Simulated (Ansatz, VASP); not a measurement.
**Two plane-wave programs on Sn**

The input INCAR:

```
PREC     = Accurate       # precision mode
ENCUT    = 520            # plane-wave cutoff, eV
EDIFF    = 1E-6           # SCF threshold, eV
ISMEAR   = -1             # smearing method
SIGMA    = 0.08           # smearing width, eV
LREAL    = F              # projectors in reciprocal space
LASPH    = T              # aspherical terms in the spheres
NELM     = 80             # most SCF steps
ALGO     = Normal         # electronic algorithm
ISIF     = 2              # what is computed and relaxed
LWAVE    = F              # write WAVECAR
LCHARG   = T              # write CHGCAR
GGA      = PE             # functional
LELF     = T              # ELF
LVHAR    = T            
NBANDS   = 13             # bands
```

File KPOINTS:

```
Automatic mesh
0
Gamma
  12 12 12
```

The input POSCAR:

```
Sn
1.0
    2.8200150749      0.0000000000      0.0000000000
    0.0000000000      2.8200150749      0.0000000000
    0.0000000000      0.0000000000      2.8200150749
Sn
1
Direct
    0.0000000000      0.0000000000      0.0000000000
```

Input for Ansatz:

```yaml
crystal:
  lattice:
    - [2.8200150749, 0.0, 0.0]
    - [0.0, 2.8200150749, 0.0]
    - [0.0, 0.0, 2.8200150749]
  atoms:
    - { symbol: Sn, position: [0.0, 0.0, 0.0] }
kpoints:
  mp_grid: { grid: [12, 12, 12] }
scf:
  occupations: { method: fermi_dirac, width: 0.08 }
hamiltonian:
  xc: pbe
  pseudopotentials: { kind: paw }
output:
  forces: true
  stress: true
  eigenvalues: true
  populations: true
```

Change from the starting cell: volume scaled by 0.76, PAW files.

Alike in both runs: task single point; functional PBE; k mesh 12 × 12 × 12; occupations fermi-dirac, width 0.08 eV; no spin polarisation.

|  | VASP | Ansatz |
| --- | --- | --- |
| version | VASP 6.6.1 | Ansatz 0.2.0 |
| potentials or method | VASP PAW PBE potentials, release 64 (Sn_d) | PAW with Ansatz's default frozen-core files, scalar-relativistic |
| plane-wave cutoff (eV) | 520 | 420 |
| valence electrons in the cell | 14 | 14 |

|  | VASP | Ansatz | Ansatz less VASP |
| --- | --- | --- | --- |
| pressure (GPa) | 24.3 | 24.5 | +0.12 |

With one functional, cell and mesh, what is left measures potentials, basis and numerics.

Caveats: so large a pressure means that the cell lies far from this level's equilibrium, or that cutoff or potentials fall short (VASP).
